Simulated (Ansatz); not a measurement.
A (100) slab of InAs (F-43m (No. 216)), 8 planes, outer planes In (top) and As (bottom), with 8 atoms (In4As4) in a surface cell of A = 18.529 Å², as cut from the bulk:

```yaml
crystal:
  lattice:
    - [4.30449, 0.00000, 0.00000]
    - [0.00000, 4.30449, 0.00000]
    - [0.00000, 0.00000, 25.65307]
  atoms:
    - { symbol: As, position: [0.00000, 0.50000, 0.29236] }
    - { symbol: In, position: [0.50000, 0.50000, 0.35169] }
    - { symbol: As, position: [0.50000, 0.00000, 0.41101] }
    - { symbol: In, position: [0.00000, 0.00000, 0.47034] }
    - { symbol: As, position: [0.00000, 0.50000, 0.52966] }
    - { symbol: In, position: [0.50000, 0.50000, 0.58899] }
    - { symbol: As, position: [0.50000, 0.00000, 0.64831] }
    - { symbol: In, position: [0.00000, 0.00000, 0.70764] }
```

Level of theory: Ansatz 0.2.0, DFT PBEsol, scalar-relativistic, plane waves, PAW. Plane waves to 420 eV, a k mesh through Γ of 8×8×1 on the computed 8-atom cell and Gaussian smearing (0.10 eV); no spin polarisation. The cell repeats along c with a dipole correction in the vacuum.

Against the same 8 atoms in the bulk, the slab as cut lies 3.333 eV higher and the relaxed slab 3.295 eV higher.

Problem. Work out the surface energy before and after relaxation.

Solution. The slab has two faces, so γ = (E_slab − N·E_bulk)/(2A), the mean of both. As cut: 3.333/(2 × 18.529) = 0.0899 eV/Å², and 1 eV/Å² = 16.02 J/m², so γ = 1.44 J/m². Relaxed: 3.295/(2 × 18.529) = 0.0889 eV/Å² = 1.42 J/m². Relaxation recovers 1.1 % of the cost of cutting.

Problem. What is the ideal work of this cut, per area?

Solution. Griffith's ideal work is 2γ: 2.88 J/m² if the new faces stay rigid, 2.85 J/m² if they relax. One thickness was run, 8 planes, so γ can still shift with it.